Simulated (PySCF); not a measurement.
C6H7N.
SMILES: `c1ccc(cc1)N`

Structure optimised with GFN2-xTB, isolated species.

Take the most abundant isotopes and a rigid rotor. 

Q: What are A, B and C (MHz)?

A: Ia = 88.89, Ib = 191.44, Ic = 280.01 u·Å²; 505379 MHz·u·Å²/I gives A = 5685, B = 2640, C = 1805 MHz.

Q: What kind of rotor is it?

A: An asymmetric top; Ray's κ = -0.570.

Q: Is it planar, by Δ = Ic − Ia − Ib?

A: Not planar: Δ = Ic − Ia − Ib = -0.32 u·Å². For a rigid frame Δ = −2 Σ m c², so Σ m c² = 0.16 u·Å² lies off the ab plane: 0.12 from hydrogen and 0.04 from heavier atoms. The atom farthest from that plane is 0.24 Å away.

Q: Give the other two planar moments, Paa and Pbb, and the rms extents of the mass along the axes.

A: Paa = Σ m a² = (Ib + Ic − Ia)/2 = 191.28 and Pbb = Σ m b² = (Ia + Ic − Ib)/2 = 88.73 u·Å². With the mass M = 93.06 u, the rms extents √(P/M) along a, b and c are 1.43, 0.98, 0.04 Å.

Q: Where do the levels up to J = 5 lie, in MHz?

A: Above 0(0,0):
J = 1: 1(0,1) 4445, 1(1,1) 7490, 1(1,0) 8325
J = 2: 2(0,2) 13185, 2(1,2) 15545, 2(1,1) 18050, 2(2,1) 27187, 2(2,0) 27336
J = 3: 3(0,3) 25951, 3(1,3) 27540, 3(1,2) 32533, 3(2,2) 40521, 3(2,1) 41239, 3(3,1) 57922, 3(3,0) 57939
J = 4: 4(0,4) 42456, 4(1,4) 43394, 4(1,3) 51628, 4(2,3) 58182, 4(2,2) 60172, 4(3,2) 75956, 4(3,1) 76073, 4(4,1) 99974, 4(4,0) 99975
J = 5: 5(0,5) 62529, 5(1,5) 63028, 5(1,4) 75103, 5(2,4) 80075, 5(2,3) 84202, 5(3,3) 98540, 5(3,2) 98990, 5(4,2) 122528, 5(4,1) 122543, 5(5,1) 153390, 5(5,0) 153390

Whether it is a minimum is left open (no frequencies). Zero-point vibration and centrifugal distortion are left out.

Conformer computed: `[NH2:1][c:2]1[cH:3][cH:4][cH:5][cH:6][cH:7]1`: H–N1–C2–C3 -161°, H–N1–C2–C3 -22°.
